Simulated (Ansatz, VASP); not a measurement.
This is a calculation of PbF2 (Fluorocronite) for VASP 6.6.1.

File INCAR:

```
  PREC = Accurate
  ENCUT = 520
  EDIFF = 1E-7
  ISMEAR = -1
  SIGMA = 0.05
  LREAL = F
  LASPH = T
  NELM = 60
  ALGO = Normal
  ISIF = 2
  LWAVE = F
  LCHARG = F
  GGA = PE
  NBANDS = 21
```

File KPOINTS:

```
regular mesh
0
Gamma
  8 8 8
```

The input POSCAR:

```
PbF2
1.0
    0.0000000000      3.0217857373      3.0217857373
    3.0217857373      0.0000000000      3.0217857373
    3.0217857373      3.0217857373      0.0000000000
Pb F
1 2
Direct
    0.0000000000      0.0000000000      0.0000000000
    0.7500000000      0.7500000000      0.7500000000
    0.2500000000      0.2500000000      0.2500000000
```

Potentials or basis: VASP PAW PBE potentials, release 64 (Pb_d, F).

Launch:

```sh
$ cat potpaw_PBE.64/Pb_d/POTCAR potpaw_PBE.64/F/POTCAR > POTCAR
$ mpirun -np 1 vasp_std > vasp.out
```

**Question.** Set up the same calculation for Ansatz 0.2.0. Potentials there: Ansatz PAW.

**Answer.** As run (the cutoff follows the program's own potentials):

The input input.yaml:

```yaml
crystal:
  lattice:
    - [0.0, 3.0217857373, 3.0217857373]
    - [3.0217857373, 0.0, 3.0217857373]
    - [3.0217857373, 3.0217857373, 0.0]
  atoms:
    - { symbol: Pb, position: [0.0, 0.0, 0.0] }
    - { symbol: F, position: [0.75, 0.75, 0.75] }
    - { symbol: F, position: [0.25, 0.25, 0.25] }
hamiltonian:
  xc: pbe
  pseudopotentials: { kind: paw }
kpoints:
  mp_grid: { grid: [8, 8, 8] }
scf:
  occupations: { method: fermi_dirac, width: 0.05 }
output:
  forces: true
  stress: true
  eigenvalues: true
```

Potentials or basis: Ansatz PAW.

Command:

```bash
$ ansatz run input.yaml --threads 1 --pin off --max-ram 3584MiB --backend cpu --events-out ev --progress --plain --runs-dir out
```

Both were run:

|  | VASP | Ansatz | Ansatz less VASP |
| --- | --- | --- | --- |
| gap on the k mesh at the Fermi level (eV) | 4.41 | 4.42 | +0.006 |
| least direct gap on the mesh (eV) | 4.56 | 4.56 | +0.003 |
| pressure (GPa) | -1.6 | -1.3 | +0.21 |

Caveats: spin-orbit coupling is left out, which as a rule narrows the gap of such compounds by several tenths of an eV; the pressure holds a Pulay correction of +0.5 GPa for the finite cutoff (Ansatz). A k mesh can miss the band edges.
